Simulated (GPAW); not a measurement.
FeSi2 (Linzhiite), 3 atoms in the cell. The structure is tetragonal, space group P4/mmm (No. 123). The conventional cell has a = 2.684 Å, b = 2.684 Å, c = 5.128 Å, α = 90.00°, β = 90.00°, γ = 90.00°. Fe (site symmetry 4/mmm) is surrounded by 8 Si at 2.35 Å and 4 Fe at 2.68 Å. Si (site symmetry 4mm) is surrounded by 4 Fe at 2.35 Å and 5 Si at 2.36 to 2.68 Å. 

| Item | Value |
| --- | --- |
| Program | GPAW 26.7.0 |
| Task | relaxation of cell and atoms |
| Functional | PBEsol |
| Dispersion | D3 |
| Potentials or basis | PAW data sets generated in the run's folder for this functional |
| Cutoff | 600 eV |
| Basis | pw |
| k mesh | 7 × 7 × 4 |
| Occupations | fermi-dirac, width 0.05 eV |
| Spin | collinear spin, ferromagnetic start |
| Starting moments | [3.0, 0.0, 0.0] μB |
| Maxiter | 150 |
| Optimizer | BFGS |
| Fmax | 0.02 eV/Å |
| Max steps | 60 |
| Convergence | density=1e-05 forces=0.0001 |

Potentials or basis: PAW data sets generated in the run's folder for this functional, pw.

Command:

```console
$ gpaw-setup -f PBEsol Fe Si
$ OMP_NUM_THREADS=1 python run.py
```

Hardware: 1 thread of Arm Neoverse V1, with other jobs on the host.

Question: How long does it take, and how much memory?

Answer: Run time: 2.2 min on 1 thread of Arm Neoverse V1, with other jobs on the host, peak memory 0.27 GiB. Counts: scf iterations 65, plane waves 1252, bands 19, k points 30, ion steps 5.
